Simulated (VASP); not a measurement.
# Ir (P6_3/mmc) in VASP: a series of runs, part 2 of 3

VASP 6.6.1. The steps go on from the part before.

### Step 5. Single point, PBE

Contents of INCAR:

```
SYSTEM = Ir
ADDGRID = .FALSE. ; ALGO = Normal
EDIFF = 1E-5 ; ENCUT = 460
GGA = PE ; ISIF = 2
ISMEAR = 0 ; LASPH = .TRUE.
LCHARG = .FALSE. ; LREAL = .FALSE.
LWAVE = .FALSE. ; NELM = 100
PREC = Accurate ; SIGMA = 0.2
```

Contents of KPOINTS:

```
k-points
0
G
  7 7 4
  0 0 0
```

Contents of POSCAR:

```
Ir
1.0
    2.7513778946      0.0000000000      0.0000000000
   -1.3756889473      2.3827631521      0.0000000000
    0.0000000000      0.0000000000      4.4622900000
Ir
2
Direct
    0.3333333333      0.6666666667      0.2500000000
    0.6666666667      0.3333333333      0.7500000000
```

Potentials or basis: VASP PAW PBE potentials, release 64 (Ir).

Launch:

```
$ cat potpaw_PBE.64/Ir/POTCAR > POTCAR
$ mpirun -np 1 vasp_std > vasp.out
```

OUTCAR:

```text
SYSTEM = Ir
   EDIFF = 1E-5
   ENCUT = 460
   GGA = PE
   ISIF = 2
   ISMEAR = 0
   LASPH = .TRUE.
   LREAL = .FALSE.
   NELM = 100
   PREC = Accurate

 Found     24 irreducible k-points:

 Following reciprocal coordinates:
            Coordinates               Weight
  0.000000  0.000000  0.000000      1.000000
  0.142857  0.000000  0.000000      6.000000
  0.285714 -0.000000  0.000000      6.000000
  0.428571 -0.000000  0.000000      6.000000
  0.142857  0.142857  0.000000      6.000000
  0.285714  0.142857  0.000000     12.000000
   k-points           NKPTS =     24   k-points in BZ     NKDIM =     24   number of bands    NBANDS=     13
   number of dos      NEDOS =    301   number of ions     NIONS =      2
   total plane-waves  NPLWV =  12800
   dimension x,y,z NGX =    20 NGY =   20 NGZ =   32
   dimension x,y,z NGXF=    40 NGYF=   40 NGZF=   64
   ions per type =               2
   NGX,Y,Z   is equivalent  to a cutoff of  12.08, 12.08, 11.92 a.u.
   NGXF,Y,Z  is equivalent  to a cutoff of  24.17, 24.17, 23.84 a.u.
 SYSTEM =  Ir
   PREC   = accura    normal or accurate (medium, high low for compatibility)
   ISTART =      0    job   : 0-new  1-cont  2-samecut
   ICHARG =      2    charge: 1-file 2-atom 10-const
   ISPIN  =      1    spin polarized calculation?
   LNONCOLLINEAR =      F non collinear calculations
   LSORBIT =      F    spin-orbit coupling
   LASPH  =      T    aspherical Exc in radial PAW
   ENCUT  =  460.0 eV  33.81 Ry    5.81 a.u.   4.81  4.81  7.80*2*pi/ulx,y,z
   NELM   =    100;   NELMIN=  2; NELMDL= -5     # of ELM steps
   EDIFF  = 0.1E-04   stopping-criterion for ELM
   LREAL  =      F    real-space projection
   EDIFFG = 0.1E-03   stopping-criterion for IOM
   NSW    =      0    number of steps for IOM
   IBRION =     -1    ionic relax: 0-MD 1-quasi-New 2-CG
   NFREE  =      0    steps in history (QN), initial steepest desc. (CG)
   ISIF   =      2    stress and relaxation
   ISYM   =      2    0-nonsym 1-usesym 2-fastsym
   POTIM  = 0.5000    time-step for ionic-motion
   TEBEG  =    0.0;   TEEND  =   0.0 temperature during run
   PSTRESS=    0.0 pullay stress
   NELECT =      18.0000    total number of electrons
   NUPDOWN=      -1.0000    fix difference up-down
   EMIN   =  10.00;   EMAX   =-10.00  energy-range for DOS
   EFERMI =   0.00;   METHOD = LEGACY
   ISMEAR =     0;   SIGMA  =   0.20  broadening in eV -4-tet -1-fermi 0-gaus
   EFERMI_NEDOS =   21; number of points for ismear=-14 and -15
   IALGO  =     38    algorithm
   IMIX   =      4    mixing-type and parameters
     AMIX     =   0.40;   BMIX     =  1.00
     AMIX_MAG =   1.60;   BMIX_MAG =  1.00
  volume/ion in A,a.u.               =      14.63        98.71
  Fermi-wavevector in a.u.,A,eV,Ry     =   1.392417  2.631287 26.379323  1.938826
  Thomas-Fermi vector in A             =   2.516162
   LORBIT       =      0    0 simple, 1 ext, 2 COOP (PROOUT), +10 PAW based schemes
   GGA     = PE    functional components
   LHFCALC =     F    Hartree Fock is set to
   AEXX    =    0.0000 exact exchange contribution
   IVDW    =     0    specifies the selected vdW correction
   LEPSILON=     F    determine dielectric tensor
   LRPA    =     F    only Hartree local field effects (RPA)
 non-spin polarized calculation
 Gauss-broadening in eV      SIGMA  =   0.20
  energy-cutoff  :      460.00
  volume of cell :       29.25
 maximum number of plane-waves:       672
 NGX is ok and might be reduce to    20
   NGX =  9   NGY =  9   NGZ = 15

 number of electron      18.0000001 magnetization

 Free energy of the ion-electron system (eV)
  ---------------------------------------------------
  ext. energy  EPLUGINS =         0.00000000
  ---------------------------------------------------
  free energy    TOTEN  =       -17.67041297 eV

  energy without entropy =      -17.65135860  energy(sigma->0) =      -17.66088579

 E-fermi :  10.0051     XC(G=0): -13.7900

 val. band max:        9.8000536969   @ k =   0.1429   0.0000   0.5000
 cond. band min:      10.0603152618   @ k =   0.2857   0.1429   0.0000
 fundamental gap:      0.2602615650
 Fermi energy:        10.0051429585

 k-point     1 :       0.0000    0.0000    0.0000
  band No.  band energies     occupation
      1      -0.9282      2.00000
      2       2.0995      2.00000
      3       6.1984      2.00000
      4       6.2726      2.00000
      5       6.2726      2.00000
      6       6.8955      2.00000
      7       6.8955      2.00000
      8       7.6925      2.00000
      9       7.6925      2.00000
     10       9.2272      2.00000
     11      10.2188      0.13084
     12      10.2188      0.13084
     13      16.7362      0.00000

 k-point     2 :       0.1429    0.0000    0.0000
  band No.  band energies     occupation
      1      -0.1803      2.00000
      2       2.7276      2.00000
      3       5.4662      2.00000
      4       6.4816      2.00000
      5       6.5513      2.00000
      6       6.9035      2.00000
      7       7.0091      2.00000
      8       7.2767      2.00000
      9       7.4829      2.00000
     10       7.7172      2.00000
     11      10.4438      0.00192
     12      13.1059      0.00000
     13      16.6190      0.00000

 k-point     3 :       0.2857   -0.0000    0.0000
  band No.  band energies     occupation
      1       1.5761      2.00000
      2       3.2968      2.00000
      3       4.5847      2.00000
      4       5.3675      2.00000
      5       6.2019      2.00000
      6       6.5563      2.00000
      7       7.0421      2.00000
      8       8.5154      2.00000
      9       8.5794      2.00000
     10       9.0161      2.00000
     11      10.7352      0.00000
     12      16.4004      0.00000
     13      16.6305      0.00000

 k-point     4 :       0.4286   -0.0000    0.0000
  band No.  band energies     occupation
      1       2.6419      2.00000
      2       2.8435      2.00000
      3       3.5084      2.00000
      4       6.0897      2.00000
      5       6.3123      2.00000
      6       6.6124      2.00000
      7       7.0274      2.00000
      8      10.3148      0.02855
      9      10.6722      0.00000
     10      10.8597      0.00000
     11      11.3593      0.00000
     12      15.9476      0.00000
     13      17.2638      0.00000

 k-point     5 :       0.1429    0.1429    0.0000
  band No.  band energies     occupation
      1       1.1398      2.00000
      2       3.6302      2.00000
      3       4.7744      2.00000
      4       5.1543      2.00000
      5       6.2037      2.00000
      6       6.3610      2.00000
      7       7.4988      2.00000
      8       7.5131      2.00000
      9       8.2468      2.00000
     10       8.8826      2.00000
     11      10.5389      0.00016
     12      15.7921      0.00000
     13      16.4605      0.00000

 k-point     6 :       0.2857    0.1429    0.0000
  band No.  band energies     occupation
      1       2.8449      2.00000
      2       3.5803      2.00000
      3       3.8881      2.00000
      4       5.1471      2.00000
      5       5.8864      2.00000
      6       6.6530      2.00000
      7       6.8686      2.00000
      8       8.7770      2.00000
      9      10.0603      0.69644
     10      10.5789      0.00005
     11      11.1629      0.00000
     12      16.8993      0.00000
     13      18.3563      0.00000

 [... further k-points ...]
[... 5 lines left out ...]
  --------------------------------------------------------------------------------------
  -------------------------------------------------------------------------------------
  Total       -0.6915537     -0.6915537      0.2369305     -0.0000000      0.0000000      0.0000000
  in kB      -37.8745568    -37.8745568     12.9760531     -0.0000000      0.0000000      0.0000000
  external PRESSURE =     -20.9243535 kB  Pullay stress =       0.0000000 kB

 VOLUME and BASIS-vectors are now :
 -----------------------------------------------------------------------------
  energy-cutoff  :      460.00
  volume of cell :       29.25
      direct lattice vectors                 reciprocal lattice vectors
     2.751377895  0.000000000  0.000000000     0.363454254  0.209840411  0.000000000
    -1.375688947  2.382763152  0.000000000     0.000000000  0.419680823  0.000000000
     0.000000000  0.000000000  4.462290000     0.000000000  0.000000000  0.224100182

 POSITION                                       TOTAL-FORCE (eV/Angst)
 -----------------------------------------------------------------------------------
     -0.00000      1.58851      1.11557        -0.000000      0.000000      0.000000
      1.37569      0.79425      3.34672         0.000000     -0.000000      0.000000
 -----------------------------------------------------------------------------------
    total drift:                                0.000000     -0.000000     -0.000000

  FREE ENERGIE OF THE ION-ELECTRON SYSTEM (eV)
  ---------------------------------------------------
  free  energy   TOTEN  =       -17.6704129727 eV

  energy  without entropy=      -17.6513586025  energy(sigma->0) =      -17.66088579
```

stdout:

```text
POSCAR found type information on POSCAR Ir
 POSCAR found :  1 types and       2 ions
 scaLAPACK will be used
 LDA part: xc-table for (Slater+PW92), standard interpolation
 POSCAR, INCAR and KPOINTS ok, starting setup
 FFT: planning ... GRIDC
 FFT: planning ... GRID_SOFT
 FFT: planning ... GRID
 WAVECAR not read
 entering main loop
```

Wall time 7.5 s (1 thread of Intel Xeon Platinum 8375C at 2.90GHz (Ice Lake), shared host); peak memory 0.13 GiB.

The run converged, but some of its settings lie outside the range that counts as converged, so its numbers aren't taken as properties of the crystal.

Results:

| Property | Result |
| --- | --- |
| Free energy | -17.6704 eV |
| Pressure | -2.1 GPa |
| Band gap on the k mesh | none (metal or under the smearing width) |

Caveat: the k mesh is coarse (spacing up to 0.38 Å⁻¹), so the values aren't converged.

(Continued in part 3 of 3.)
